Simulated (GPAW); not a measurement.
As in GPAW: convergence with convergence criteria

Crystal: As.

```
As
1.0
     4.56640    0.00000    0.00000
    -2.28320    3.95462    0.00000
     0.00000    0.00000    2.83374
As
2
Direct
  0.34665 0.68444 0.01498
  0.66187 0.33579 0.02005
```

The cell was built by a generator and needn't be a form met in nature.

The cell isn't the ideal one: atoms moved at random, drawn with an rms of 0.1 Å.

```yaml
Program: GPAW 26.7.0
Task: convergence study
Functional: PBE
Potentials_or_basis: GPAW PAW data sets (gpaw-data 1.2.1)
Cutoff: 600 eV
Basis: pw
k_mesh: 4 × 4 × 6
Occupations: fermi-dirac, width 0.05 eV
Spin: no spin polarisation
```

These are the settings of the first run; the series varies convergence criteria, with any setting tied to it.

Hardware: 1 thread of Arm Neoverse V1 (shared host).

```csv
convergence criteria,"energy less the tightest run, at zero smearing (meV/atom)",SCF cycles,CPU time (s),peak memory (GiB)
density=0.001 energy=0.01 eigenstates=0.0001,0.00,6,14,0.16
default,0.00,8,20,0.16
density=1e-05 energy=1e-05,0.00,10,22,0.16
density=1e-05 forces=0.0001,0.00,11,24,0.16
density=1e-06 energy=1e-06 eigenstates=1e-10,0.00,11,26,0.17
```

Against the tightest run, the energy stays within 1 meV/atom from density=0.001 energy=0.01 eigenstates=0.0001 on. The tightest run that finished is the yardstick and may itself not be fully converged.

Caveat, for the tightest run too: the k mesh is coarse (spacing up to 0.40 Å⁻¹), so the values aren't converged.
